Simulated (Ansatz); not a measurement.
N: what symmetry allows forces and stress to be

```
CELL_PARAMETERS angstrom
4.09368 0.00000 0.00000
-2.04684 3.45912 0.00000
0.00000 0.00000 7.21913
ATOMIC_POSITIONS crystal
N 0.35316 0.70631 0.32326
N 0.35316 0.70631 0.17674
N 0.64684 0.29369 0.82182
N 0.64684 0.29369 0.67818
```

Level of theory: DFT PBEsol, scalar-relativistic, plane waves, PAW in Ansatz.

Plane waves to 420 eV, a k mesh through Γ of 6×6×4 on the computed 4-atom cell and Gaussian smearing (0.02 eV); no spin polarisation.

This distorted cell has space group Amm2, with 4 operations.

Question: Without a calculation: in which directions can each atom feel a force?

Answer: A force must be left unchanged by every operation that keeps its atom in place, so it lies in the space that those operations leave fixed. Atoms that the group maps onto each other feel forces of one size.
| atom | site symmetry | operations at the site | equivalent to atom | allowed force (Cartesian) |
| --- | --- | --- | --- | --- |
| N1 | .m. | 2 | 1 | in the plane normal to (1.00, 0.00, 0.00) |
| N2 | .m. | 2 | 1 | in the plane normal to (1.00, 0.00, 0.00) |
| N3 | .m. | 2 | 3 | in the plane normal to (1.00, 0.00, 0.00) |
| N4 | .m. | 2 | 3 | in the plane normal to (1.00, 0.00, 0.00) |

That leaves 4 independent force components of 12, tied by 1 condition that the forces sum to zero, so 3 remain. A relaxation in this cell that keeps the symmetry moves the atoms in these directions alone.

Question: And the stress tensor?

Answer: It must be invariant under the point group, which leaves 3 independent components: yz, xz, xy vanish.

Question: Do the computed values obey this?

Answer: Yes. Forces (eV/Å):
```
N1    0.000  -0.021   7.020
N2    0.000  -0.021  -7.020
N3    0.000   0.021  11.308
N4    0.000   0.021 -11.308
```

Stress (GPa, compression positive, xx yy zz yz xz xy): 0.13 0.30 30.29 0.00 0.00 0.00. The program imposes the same operations on density, forces and stress, so this confirms the analysis and is no independent test of the calculation.

The cell holds molecules, and where no dispersion correction was added their binding is poorly described.